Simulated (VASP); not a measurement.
Write the native input for VASP 6.6.1 that does the following.

```
Task                   : single point
Functional             : PBE
Potentials or basis    : VASP PAW PBE potentials, release 64 (H)
Cutoff                 : 520 eV
k mesh                 : 6 × 6 × 6
Occupations            : gaussian, width 0.02 eV
Spin                   : no spin polarisation
Dipole correction      : no
Further INCAR settings : ALGO = Normal; EDIFF = 1e-07; NBANDS = 10
```

The structure of H lies in POSCAR:

```
H
1.0
    3.7097913310      0.0000000000      0.0000000000
    0.0000000000      3.7097913310      0.0000000000
    0.3656943659      0.0000000000      4.5711795732
H
4
Direct
    0.0008284164      0.0000000000      0.9180919952
   -0.0008284164      0.0000000000      0.0819080048
    0.5008284164      0.5000000000      0.4180919952
    0.4991715836      0.5000000000      0.5819080048
```

The input as run:

INCAR

```
  PREC = Accurate
  ENCUT = 520
  EDIFF = 1E-7
  ISMEAR = 0
  SIGMA = 0.02
  LREAL = False
  LASPH = True
  NELM = 100
  ALGO = Normal
  ISIF = 2
  LWAVE = False
  LCHARG = True
  GGA = PE
  LELF = True
  LVHAR = True
  NBANDS = 10
```

KPOINTS

```
Automatic mesh
0
Gamma
  6 6 6
```

Potentials or basis: VASP PAW PBE potentials, release 64 (H).

Launch:

```bash
$ cat potpaw_PBE.64/H/POTCAR > POTCAR
$ mpirun -np 1 vasp_std > vasp.out
```

Results of the run:

```yaml
Pressure: -0.2 GPa
Largest_force: 0.013 eV/Å
Band_gap_on_the_k_mesh: 9.04 eV
```

It took 14 s on 1 thread of Intel(R) Xeon(R) 6975P-C (Granite Rapids), on a shared host, peak memory 0.18 GiB.
